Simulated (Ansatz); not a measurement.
# Ru(0001) with 2 layers of random Ru-V, 2x2: scattering by chemical disorder, part 2 of 2

Aim: the residual resistivity of a random alloy, from Ru(0001) with 2 layers of random Ru-V, 2x2 and longer regions.

Ansatz 0.2.0; Ansatz plane-wave DFT, PBE, PAW files; ballistic transport by layer matching (Landauer), zero bias; PAW set soft_1.

So far. Step 3 (With 6 alloy layers): Over the solved energies the transmission per spin lies between 1.34 and 1.48, out of 5.46 channels of the lead on average (up to 5.94). The log calls the step of a lead's potential too much.

## (4) With 10 alloy layers

In 10 layers a share of 0.75 of the sites is given to V at random. A fresh draw is used; the growth of the resistance with length is what counts.

System of this step: Ru(0001) with 10 layers of random Ru-V, 2x2. The cell holds 80 atoms: 50 Ru and 30 V. Its edges and angles: a = 5.412 Å, b = 5.412 Å, c = 42.819 Å, α = 90.0°, β = 90.0°, γ = 120.0°. It derives from Ru. Regions: lead, 40 atoms (40 Ru); scattering region, 40 atoms (30 V and 10 Ru). The structure is stacked along c, and the current runs across the ab planes.

input.yaml

```yaml
crystal:
  lattice:
    - [5.4116, 0.0, 0.0]
    - [-2.7058, 4.6865830751, 0.0]
    - [0.0, 0.0, 42.819]
  atoms:
    - { symbol: Ru, position: [0.1666666667, 0.3333333333, 0.025] }
    - { symbol: Ru, position: [0.1666666667, 0.8333333333, 0.025] }
    - { symbol: Ru, position: [0.6666666667, 0.3333333333, 0.025] }
    - { symbol: Ru, position: [0.6666666667, 0.8333333333, 0.025] }
    - { symbol: Ru, position: [0.3333333333, 0.1666666667, 0.075] }
    - { symbol: Ru, position: [0.3333333333, 0.6666666667, 0.075] }
    - { symbol: Ru, position: [0.8333333333, 0.1666666667, 0.075] }
    - { symbol: Ru, position: [0.8333333333, 0.6666666667, 0.075] }
    - { symbol: Ru, position: [0.1666666667, 0.3333333333, 0.125] }
    - { symbol: Ru, position: [0.1666666667, 0.8333333333, 0.125] }
    - { symbol: Ru, position: [0.6666666667, 0.3333333333, 0.125] }
    - { symbol: Ru, position: [0.6666666667, 0.8333333333, 0.125] }
    - { symbol: Ru, position: [0.3333333333, 0.1666666667, 0.175] }
    - { symbol: Ru, position: [0.3333333333, 0.6666666667, 0.175] }
    - { symbol: Ru, position: [0.8333333333, 0.1666666667, 0.175] }
    - { symbol: Ru, position: [0.8333333333, 0.6666666667, 0.175] }
    - { symbol: Ru, position: [0.1666666667, 0.3333333333, 0.225] }
    - { symbol: Ru, position: [0.1666666667, 0.8333333333, 0.225] }
    - { symbol: Ru, position: [0.6666666667, 0.3333333333, 0.225] }
    - { symbol: Ru, position: [0.6666666667, 0.8333333333, 0.225] }
    - { symbol: V, position: [0.3333333333, 0.1666666667, 0.275] }
    - { symbol: V, position: [0.3333333333, 0.6666666667, 0.275] }
    - { symbol: V, position: [0.8333333333, 0.1666666667, 0.275] }
    - { symbol: V, position: [0.8333333333, 0.6666666667, 0.275] }
    - { symbol: V, position: [0.1666666667, 0.3333333333, 0.325] }
    - { symbol: V, position: [0.1666666667, 0.8333333333, 0.325] }
    - { symbol: V, position: [0.6666666667, 0.3333333333, 0.325] }
    - { symbol: Ru, position: [0.6666666667, 0.8333333333, 0.325] }
    - { symbol: V, position: [0.3333333333, 0.1666666667, 0.375] }
    - { symbol: Ru, position: [0.3333333333, 0.6666666667, 0.375] }
    - { symbol: V, position: [0.8333333333, 0.1666666667, 0.375] }
    - { symbol: V, position: [0.8333333333, 0.6666666667, 0.375] }
    - { symbol: V, position: [0.1666666667, 0.3333333333, 0.425] }
    - { symbol: V, position: [0.1666666667, 0.8333333333, 0.425] }
    - { symbol: V, position: [0.6666666667, 0.3333333333, 0.425] }
    - { symbol: V, position: [0.6666666667, 0.8333333333, 0.425] }
    - { symbol: V, position: [0.3333333333, 0.1666666667, 0.475] }
    - { symbol: V, position: [0.3333333333, 0.6666666667, 0.475] }
    - { symbol: Ru, position: [0.8333333333, 0.1666666667, 0.475] }
    - { symbol: V, position: [0.8333333333, 0.6666666667, 0.475] }
    - { symbol: V, position: [0.1666666667, 0.3333333333, 0.525] }
    - { symbol: V, position: [0.1666666667, 0.8333333333, 0.525] }
    - { symbol: V, position: [0.6666666667, 0.3333333333, 0.525] }
    - { symbol: Ru, position: [0.6666666667, 0.8333333333, 0.525] }
    - { symbol: Ru, position: [0.3333333333, 0.1666666667, 0.575] }
    - { symbol: Ru, position: [0.3333333333, 0.6666666667, 0.575] }
    - { symbol: V, position: [0.8333333333, 0.1666666667, 0.575] }
    - { symbol: V, position: [0.8333333333, 0.6666666667, 0.575] }
    - { symbol: Ru, position: [0.1666666667, 0.3333333333, 0.625] }
    - { symbol: V, position: [0.1666666667, 0.8333333333, 0.625] }
    - { symbol: V, position: [0.6666666667, 0.3333333333, 0.625] }
    - { symbol: V, position: [0.6666666667, 0.8333333333, 0.625] }
    - { symbol: V, position: [0.3333333333, 0.1666666667, 0.675] }
    - { symbol: V, position: [0.3333333333, 0.6666666667, 0.675] }
    - { symbol: V, position: [0.8333333333, 0.1666666667, 0.675] }
    - { symbol: V, position: [0.8333333333, 0.6666666667, 0.675] }
    - { symbol: Ru, position: [0.1666666667, 0.3333333333, 0.725] }
    - { symbol: Ru, position: [0.1666666667, 0.8333333333, 0.725] }
    - { symbol: Ru, position: [0.6666666667, 0.3333333333, 0.725] }
    - { symbol: V, position: [0.6666666667, 0.8333333333, 0.725] }
    - { symbol: Ru, position: [0.3333333333, 0.1666666667, 0.775] }
    - { symbol: Ru, position: [0.3333333333, 0.6666666667, 0.775] }
    - { symbol: Ru, position: [0.8333333333, 0.1666666667, 0.775] }
    - { symbol: Ru, position: [0.8333333333, 0.6666666667, 0.775] }
    - { symbol: Ru, position: [0.1666666667, 0.3333333333, 0.825] }
    - { symbol: Ru, position: [0.1666666667, 0.8333333333, 0.825] }
    - { symbol: Ru, position: [0.6666666667, 0.3333333333, 0.825] }
    - { symbol: Ru, position: [0.6666666667, 0.8333333333, 0.825] }
    - { symbol: Ru, position: [0.3333333333, 0.1666666667, 0.875] }
    - { symbol: Ru, position: [0.3333333333, 0.6666666667, 0.875] }
    - { symbol: Ru, position: [0.8333333333, 0.1666666667, 0.875] }
    - { symbol: Ru, position: [0.8333333333, 0.6666666667, 0.875] }
    - { symbol: Ru, position: [0.1666666667, 0.3333333333, 0.925] }
    - { symbol: Ru, position: [0.1666666667, 0.8333333333, 0.925] }
    - { symbol: Ru, position: [0.6666666667, 0.3333333333, 0.925] }
    - { symbol: Ru, position: [0.6666666667, 0.8333333333, 0.925] }
    - { symbol: Ru, position: [0.3333333333, 0.1666666667, 0.975] }
    - { symbol: Ru, position: [0.3333333333, 0.6666666667, 0.975] }
    - { symbol: Ru, position: [0.8333333333, 0.1666666667, 0.975] }
    - { symbol: Ru, position: [0.8333333333, 0.6666666667, 0.975] }
kpoints:
  mp_grid: { grid: [5, 5, 1] }
hamiltonian:
  xc: pbe
  pseudopotentials: { kind: paw, azcp: { folder: soft_1 } }
scf:
  occupations: { method: fermi_dirac, width: 0.1 }
output:
  transmission:
    leads: [[0, 8]]
    kmesh: [10, 10]
    e_range: [-0.05, 0.05]
    de: 0.05
  write_potential: true
  write_density: true
  volumetric_format: npy
```

Command:

```bash
ansatz run input.yaml --threads 4 --pin off --max-ram 15360MiB --backend cpu --events-out ev --progress --plain --runs-dir out
```

Numbers of over 12 decimals in the logs are rounded to 6 here.

Log:

```text
[...]
Crystal: 80 atoms, lattice volume = 1085.972 Å³
Basis set: ecut = 420 eV, 21185 PW (Γ)
Bands: 714, of which v1, the nominal top of the filled ones, is band 595 counted from 1 (594 counted from 0)
Symmetry: 1 space group operations
[...]
k-points: 13 of 25 (time reversal used)
[...]
SCF iter   1: F=—  HF=-381741.647264 eV  |F-HF|=—  |Δ(HF+E_count)|=         —  Δρ=5.24e-1  dr2=1.39e5  ethr=3.10e-3  ⟨swp⟩=5.0  Hψ=29954  notcnv=0
[...]
SCF iter  13: F=-381306.460985 eV  HF=-381306.460985 eV  |F-HF|=2.51e-8  |Δ(HF+E_count)|=   1.40e-9  Δρ=3.75e-7  dr2=2.55e-8  ethr=8.40e-12  ⟨swp⟩=6.1  Hψ=22085  notcnv=0
SCF 1 converged in 13 iterations: F = -381306.460985 eV  dr2 = 2.55e-8
[...]
transmission: 397 of 3952 steps passed
transmission: 792 of 3952 steps passed
[...]
transmission: 3952 of 3952 steps passed
SCF converged after 13 iterations
Free energy (F): -381306.460985 eV
[...]
Internal energy: -381302.915676 eV  (E = F + TS)
E sigma→0 (E₀):  -381304.688330 eV
Entropy (-TS):   -3.545309 eV (-44.316 meV/atom)
Fermi energy:    20.851663 eV
[...]
--- Band table (eV; the first three rows and the last of 13) ---
  k-point 0: bands = [... 591 lower, 21.3409, 21.3784, 21.3877, 21.4112, 21.4313, 21.4381, 21.4523, 21.4690, ... 115 higher]
  k-point 1: bands = [... 591 lower, 21.0299, 21.0376, 21.0572, 21.0793, 21.0968, 21.1139, 21.1303, 21.1419, ... 115 higher]
  k-point 2: bands = [... 591 lower, 20.6720, 20.6866, 20.7184, 20.7437, 20.7490, 20.7717, 20.7849, 20.8087, ... 115 higher]
  k-point 12: bands = [... 591 lower, 20.7445, 20.7604, 20.7920, 20.8076, 20.8212, 20.8494, 20.8547, 20.8820, ... 115 higher]
--- Transmission ---
  basis      : 223 plane waves across, 76 finite elements along
  points     : 52, standing for a mesh of 10 x 10
[...]
channels       : 5.280000e0 a spin
[...]
junction   : crystal 0 to crystal 0, 0.70 to 39.24 Å
    transmission   : 1.122781e0 a spin
[...]
```

It took 32 min on 4 threads of Arm Neoverse V1, shared host; peak memory 8 GiB; 2 h of CPU time.

Numbers from this step:

```yaml
free_energy: -381306.4610 eV
energy_at_zero_smearing: -381304.6883 eV
fermi_energy: 20.85 eV
transmission_per_spin_nearest_the_fermi_level: 1.123
step_of_the_lead_s_potential: 10.9 meV
```

Per spin. Transmission, zone mean against energy, zero at the Fermi level:

```
energy (eV)  transmission, zone mean
    -0.0500                     1.16
     0.0000                     1.12
     0.0500                     1.09
```

Over the solved energies the transmission per spin lies between 1.09 and 1.16, out of 5.46 channels of the lead on average (up to 5.94).

## (5) The fit

This step: Ansatz plane-wave DFT, PBE, PAW files; ballistic transport by layer matching (Landauer), zero bias; residual resistivity from the slope of the area resistance, atoms on the host's lattice; PAW set soft_1 (Ansatz 0.2.0).

This step gave:

```
resistivity           : 86.08 µΩ cm
intercept             : 0.5110 fΩ m²
scatter about the fit : 0.06488 fΩ m²
```

Resistance, by row:

| run | length (Å) | T | channels N | RA (fΩ m²) |
| --- | --- | --- | --- | --- |
| n2 | 4.282 | 2.285 | 5.467 | 0.8337 |
| n6 | 12.85 | 1.418 | 5.46 | 1.708 |
| n10 | 21.41 | 1.126 | 5.46 | 2.308 |

The area resistance by length of the alloy:

```
length of the alloy (Å)  area resistance (fΩ m²)
                   4.28                    0.834
                  12.85                     1.71
                  21.41                     2.31
```

The area resistance goes from 0.83 to 2.3 fΩ m² between 4.3 and 21.4 Å, a slope of 86 µΩ cm.

By hand from the end points: (2.308 − 0.8337) fΩ m² / (21.41 − 4.28) Å = 86 µΩ cm, since 1 fΩ m² per Å is 1000 µΩ cm.

## (6) What came out

- resistivity from the slope: 86.1 µΩ cm
- area resistance over 4.28 Å: 0.834 fΩ m²
- area resistance over 12.8 Å: 1.71 fΩ m²
- area resistance over 21.4 Å: 2.31 fΩ m²

In words: The slope gives 86 µΩ cm. The points scatter by 0.065 fΩ m² about the line, with one random draw a length in a 2x2 cell, so the slope is a rough value. Read with a model of isotropic scattering on a spherical Fermi surface and the lead's 1.7×10¹⁵ S/m², this slope means a mean free path near 5.2 Å (a rough figure, since the alloy's own channel count differs); over these lengths the model's slope is within 3 % of its bulk resistivity, though a free path of a few ångströms strains the picture. The atoms sit on the host's lattice, so scattering by size misfit is left out. With 75 % of V, whose own structure is another, this is a hypothetical phase. A lead's potential steps by up to 32 meV from period to period, which the log calls too much, so longer leads could move the result.

[Logs are printed without paths, hosts, clocks, repeated set-up lines and the standing remarks that a program may print on its own settings, such as how far it seeks lower states.]

[Hosts, paths, dates, database ids (printed as entryN), source tags and the programs' standing remarks are cut or masked in the printed files.]
